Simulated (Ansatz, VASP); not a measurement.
GaAs in VASP and in Ansatz

Contents of POSCAR:

```
GaAs
1.0
    0.0000000000      2.8455714065      2.8455714065
    2.8455714065      0.0000000000      2.8455714065
    2.8455714065      2.8455714065      0.0000000000
As Ga
1 1
Direct
    0.7500000000      0.7500000000      0.7500000000
    0.0000000000      0.0000000000      0.0000000000
```

Contents of INCAR.step1:

```
ALGO = Normal
EDIFF = 1E-4
ENCUT = 520
GGA = PE
ISMEAR = -1
LASPH = True
LCHARG = False
LREAL = False
LWAVE = True
NBANDS = 16
NELM = 80
PREC = Accurate
SIGMA = 0.05
```

INCAR.step2

```
ALGO = Normal
EDIFF = 1E-7
ENCUT = 520
ISIF = 2
ISMEAR = -1
ISTART = 1
IVDW = 12
LASPH = True
LCHARG = False
LMIXTAU = True
LREAL = False
LWAVE = False
METAGGA = R2SCAN
NBANDS = 16
NELM = 80
PREC = Accurate
SIGMA = 0.05
VDW_A1 = 0.49484001
VDW_A2 = 5.73083694
VDW_S6 = 1.0
VDW_S8 = 0.78981345
```

The input KPOINTS:

```
k-points
0
Gamma
  8 8 8
```

The input input.yaml:

```yaml
crystal:
  lattice:
    - [0.0, 2.8455714065, 2.8455714065]
    - [2.8455714065, 0.0, 2.8455714065]
    - [2.8455714065, 2.8455714065, 0.0]
  atoms:
    - { symbol: As, position: [0.75, 0.75, 0.75] }
    - { symbol: Ga, position: [0.0, 0.0, 0.0] }
hamiltonian:
  xc: r2scan
  pseudopotentials: { kind: paw }
  dispersion: d3bj
kpoints:
  mp_grid: { grid: [8, 8, 8] }
scf:
  occupations: { method: fermi_dirac, width: 0.05 }
output:
  forces: true
  stress: true
  eigenvalues: true
```

Alike in both runs: task single point; functional r2SCAN; dispersion D3(BJ); k mesh 8 × 8 × 8; occupations fermi-dirac, width 0.05 eV; no spin polarisation.

```csv
,VASP,Ansatz
version,VASP 6.6.1,Ansatz 0.2.0
potentials or method,"VASP PAW PBE potentials, release 64 (As, Ga_d)",Ansatz PAW
plane-wave cutoff (eV),520,500
valence electrons in the cell,18,28
```

VASP gave:

| Item | Value |
| --- | --- |
| gap on the k mesh at the Fermi level (eV) | 0.84 |
| least direct gap on the mesh (eV) | 0.84 |
| pressure (GPa) | -1.8 |
| dispersion energy (meV/atom) | -149.2 |

Q: Which values does Ansatz return?

A: gap on the k mesh at the Fermi level (eV): 0.86; least direct gap on the mesh (eV): 0.86; pressure (GPa): -1.9; dispersion energy (meV/atom): -149.3.

The two sets of potentials don't hold the same shells in valence.

Caveats: the PAW data sets were made with another functional, which shifts forces and pressure a little (VASP); the PAW data sets come from PBE, with cores solved anew for the run's functional, which leaves a small shift of forces and pressure (Ansatz); the dispersion damping was fitted for another functional or another form of the correction (Ansatz). r2SCAN opens gaps a little over a GGA but as a rule still falls short of measured ones. A k mesh can miss the band edges.
